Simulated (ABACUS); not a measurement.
**InP under changes of volume**

One of the cells (25.167 Å³/atom); the others are scaled copies at fixed shape and fractional positions:

```
In P
1.0
     0.00000    2.93050    2.93050
     2.93050    0.00000    2.93050
     2.93050    2.93050    0.00000
In P
1 1
Direct
  0.00000 0.00000 0.00000
  0.75000 0.75000 0.75000
```

| Item | Value |
| --- | --- |
| Program | ABACUS 3.10.1 |
| Functional | PBEsol |
| Potentials or basis | PseudoDojo NC SR 0.4.1 PBEsol standard |
| Cutoff | 966 eV |
| Density cutoff | 3864 eV |
| Basis | plane waves |
| k mesh | 8 × 8 × 8 |
| Occupations | fermi-dirac, width 0.05 eV |
| Spin | no spin polarisation |

| volume (Å³/atom) | energy over the lowest point (meV/atom) | pressure (GPa) | gap on the mesh (eV) |
| --- | --- | --- | --- |
| 23.657 | ? | ? | ? |
| 24.160 | 14.02 | 3.8 | 0.83 |
| 24.663 | 4.60 | 2.2 | 0.72 |
| 25.167 | 0.10 | 0.7 | 0.61 |
| 25.670 | 0.00 | -0.6 | 0.51 |
| 26.173 | 3.83 | -1.8 | 0.40 |
| 26.677 | 11.17 | -2.9 | 0.30 |

Problem. What does the run at 23.657 Å³/atom give?

Solution. Energy over the lowest point 28.91 meV/atom; pressure 5.7 GPa; gap on the mesh 0.95 eV.

Worked out: A Birch-Murnaghan fit of order 3 (a polynomial in V^(-2/3)) to the other rows has its minimum at 25.43 Å³/atom with B0 = V·E''(V) = 67 GPa and B' = 4.7. It gives 28.96 meV/atom at 23.657 Å³/atom, against the run's 28.91, and -dE/dV = 5.7 GPa, against 5.7. A straight line through the other rows of the gap, of slope -5.35 eV per unit of ln V (its deformation potential), extrapolates to 0.94 eV, against the run's 0.95.

Energies are extrapolated to zero smearing.

Caveats: spin-orbit coupling is left out, which moves the levels of the heavy elements.
